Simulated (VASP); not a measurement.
## TaN under changes of volume

One of the cells (10.487 Å³/atom); the others are scaled copies at fixed shape and fractional positions:

```
Ta N
1.0
     2.91189    0.00000    0.00000
    -1.45594    2.52177    0.00000
     0.00000    0.00000    2.85627
Ta N
1 1
Direct
  0.00000 0.00000 0.50000
  0.66667 0.33333 0.00000
```

```yaml
Program: VASP 6.6.1
Functional: LDA
Potentials_or_basis: VASP PAW LDA potentials, release 64 (Ta_pv, N)
Cutoff: 520 eV
k_mesh: 8 × 8 × 8
Occupations: fermi-dirac, width 0.05 eV
Spin: no spin polarisation
```

| volume (Å³/atom) | energy over the lowest point (meV/atom) | pressure (GPa) |
| --- | --- | --- |
| 10.067 | ? | ? |
| 10.277 | 5.36 | 8.0 |
| 10.487 | 0.00 | 0.0 |
| 10.697 | 4.67 | -7.3 |
| 10.906 | 18.31 | -13.8 |

Question: What does the run at 10.067 Å³/atom give?

Answer: Energy over the lowest point 21.86 meV/atom; pressure 17.0 GPa.

Worked out: A Birch-Murnaghan fit of order 2 (a polynomial in V^(-2/3)) to the other rows has its minimum at 10.49 Å³/atom with B0 = V·E''(V) = 381 GPa at fixed shape and positions, which overstates the stiffness. It gives 21.79 meV/atom at 10.067 Å³/atom, against the run's 21.86, and -dE/dV = 17.1 GPa, against 17.0.

Energies are extrapolated to zero smearing.
